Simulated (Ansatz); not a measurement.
## From barrier to diffusion: Si in Si

All numbers below come from DFT PBEsol, scalar-relativistic, plane waves, PAW in Ansatz 0.2.0. (420 eV cutoff, 3×3×3 k-mesh, Gaussian smearing of 0.02 eV, no spin polarisation)

Host crystal, relaxed:

```cif
data_structure
_symmetry_space_group_name_H-M 'P 1'
_symmetry_Int_Tables_number 1
_cell_length_a 3.8423
_cell_length_b 3.8423
_cell_length_c 3.8423
_cell_angle_alpha 60.000
_cell_angle_beta 60.000
_cell_angle_gamma 60.000
_cell_volume 40.11
loop_
_atom_site_label
_atom_site_type_symbol
_atom_site_fract_x
_atom_site_fract_y
_atom_site_fract_z
_atom_site_occupancy
Si1 Si 0.75000 0.75000 0.75000 1
Si2 Si 0.50000 0.50000 0.50000 1
```

In a supercell of 16 host sites, Si trades places with a neighbouring Si vacancy, moving 2.28 Å. Climbing-image nudged elastic band at fixed cell; the order of the saddle wasn't checked, and the small cell leaves errors of about a tenth of an eV.

```csv
image,path (Å),E − E(0) (eV)
0,0.00,0.000
1,0.64,0.161
2,1.28,0.661
3,1.92,0.161
4,2.56,0.000
```

Question: What are the barriers forward and back, and what attempt frequency does the shape suggest?

Answer: Forward 0.66 eV, back 0.66 eV, the ends being level. For a sinusoidal profile E_b sin²(πx/l), with the Si atom alone moving, ν = (1/l)√(E_b/2m) = 4.7×10¹² s⁻¹, within an order of magnitude of the customary 10¹³ s⁻¹; a true prefactor needs the vibrations at the minimum and at the saddle.

Question: With ν = 10¹³ s⁻¹, how often does the exchange happen at 300, 600 and 1000 K once atom and vacancy are neighbours, taking the host as solid throughout? Does that give the diffusivity?

Answer: k = ν exp(−E_b/k_BT):
```json
{"T (K)": "300", "k (1/s)": "80", "wait (s)": "0.013"}
{"T (K)": "600", "k (1/s)": "2.8×10⁷", "wait (s)": "3.5×10⁻⁸"}
{"T (K)": "1000", "k (1/s)": "4.7×10⁹", "wait (s)": "2.1×10⁻¹⁰"}
```

No. The atom can jump only when a vacancy is beside it, so where vacancies are thermal the activation energy of diffusion adds the vacancy's formation energy; where doping, quenching or off-stoichiometry fixes their number, it doesn't. And repeated exchanges only swap the two back and forth: Si gets on when the vacancy moves round it by other jumps, which the correlation factor counts. An error of 0.1 eV in the barrier changes k by a factor of 48 at 300 K and 3.2 at 1000 K.

Cost: 1 run of about 6.7 core-minutes, on Arm Neoverse V2 (shared hosts).